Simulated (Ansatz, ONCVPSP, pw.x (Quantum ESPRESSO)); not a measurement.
## What a changed setting does to a pw.x run (diamond Si)

Potential: optimised norm-conserving Vanderbilt (ONCV), ONCVPSP 4.0.1.1 (patched build), PBEsol; core [Ne], reference 3s2; waves: 3s: rc 1.60 bohr, ncon 4, nbas 7, qcut 3.3 1/bohr, 2 projectors, debl 2.4 Ha; p scattering state at 0.25 Ha: rc 1.65 bohr, ncon 4, nbas 7, qcut 5.3 1/bohr, 2 projectors, debl 2.7 Ha; d scattering state at 0.4 Ha: rc 1.40 bohr, ncon 5, nbas 8, qcut 7.2 1/bohr, 2 projectors, debl 1.6 Ha; local part: polynomial inside 1.15 bohr (lpopt 5, dvloc0 2 Ha); core correction: Teter function, fcfact 3.75, rcfact 1.55. In the p channel the program set the typed energies aside and used 0.050, 2.750 Ha.

The reference run (k-mesh 9³, cutoffs 95/380 Ry, Fermi–Dirac 0.01 Ry, mixing_beta 0.4, conv_thr 1e-9, no spin) gives -0.77 GPa at 20.005 Å³/atom, where all-electron LAPW gives 0.14 GPa. This run, with its own iteration cap, changes mixing_beta to 0.9.

```
&control
  calculation='scf', prefix='x', pseudo_dir='./', outdir='./tmp', tstress=.true., disk_io='none'
/
&system
  ibrav=0, nat=2, ntyp=1, ecutwfc=95, ecutrho=380, nbnd=11,
  occupations='smearing', smearing='fd', degauss=0.01
/
&electrons
  conv_thr=1e-09, mixing_beta=0.9, electron_maxstep=60
/
ATOMIC_SPECIES
Si 1.0 Si.UPF
CELL_PARAMETERS angstrom
  0.00000000 2.71464380 2.71464380
  2.71464380 0.00000000 2.71464380
  2.71464380 2.71464380 0.00000000
ATOMIC_POSITIONS crystal
Si 0.0000 0.0000 0.0000
Si 0.2500 0.2500 0.2500
K_POINTS automatic
9 9 9 0 0 0
```

```bash
pw.x < Si.scf.in > Si.scf.out
```

Question: How does the run end?

Answer: It converges in 6 iterations; the free energy moves by +0.0 meV/atom and the pressure by +0.00 GPa. The result is that of the reference run.

```
Message from routine setup:
     using ibrav=0 with symmetry is DISCOURAGED, use correct ibrav instead
     lattice parameter (alat)  =       7.2548  a.u.
     unit-cell volume          =     270.0009 (a.u.)^3
     number of electrons       =         8.00
     number of Kohn-Sham states=           11
     kinetic-energy cutoff     =      95.0000  Ry
     charge density cutoff     =     380.0000  Ry
     scf convergence threshold =      1.0E-09
     Exchange-correlation= PBESOL
     number of k points=    35  Fermi-Dirac smearing, width (Ry)=  0.0100
     iteration #  1     ecut=    95.00 Ry     beta= 0.90
     total energy              =     -17.22215269 Ry
     estimated scf accuracy    <       0.37227276 Ry
     iteration #  2     ecut=    95.00 Ry     beta= 0.90
     total energy              =     -17.26047504 Ry
     estimated scf accuracy    <       0.01282817 Ry
     iteration #  3     ecut=    95.00 Ry     beta= 0.90
     total energy              =     -17.26333256 Ry
     estimated scf accuracy    <       0.00003299 Ry
     iteration #  4     ecut=    95.00 Ry     beta= 0.90
     c_bands:  1 eigenvalues not converged
     c_bands:  1 eigenvalues not converged
     total energy              =     -17.26337154 Ry
     estimated scf accuracy    <       0.00000020 Ry
     iteration #  5     ecut=    95.00 Ry     beta= 0.90
     total energy              =     -17.26337188 Ry
     estimated scf accuracy    <          2.9E-09 Ry
     iteration #  6     ecut=    95.00 Ry     beta= 0.90
     the Fermi energy is     6.3796 ev
!    total energy              =     -17.26337188 Ry
     estimated scf accuracy    <          2.9E-11 Ry
     smearing contrib. (-TS)   =      -0.00033608 Ry
     The total energy is F=E-TS. E is the sum of the following terms:
     one-electron contribution =       5.07764386 Ry
     hartree contribution      =       1.06895404 Ry
     xc contribution           =      -6.60848571 Ry
     ewald contribution        =     -16.80114799 Ry
     convergence has been achieved in   6 iterations
          total   stress  (Ry/bohr**3)                   (kbar)     P=       -7.73
     Message from routine punch:
     Nothing written, as per user request (disk_io='none')
```

The run took about 42 s on one core of a shared host (Neoverse-N1, 64 threads, 124 GiB, load 61).
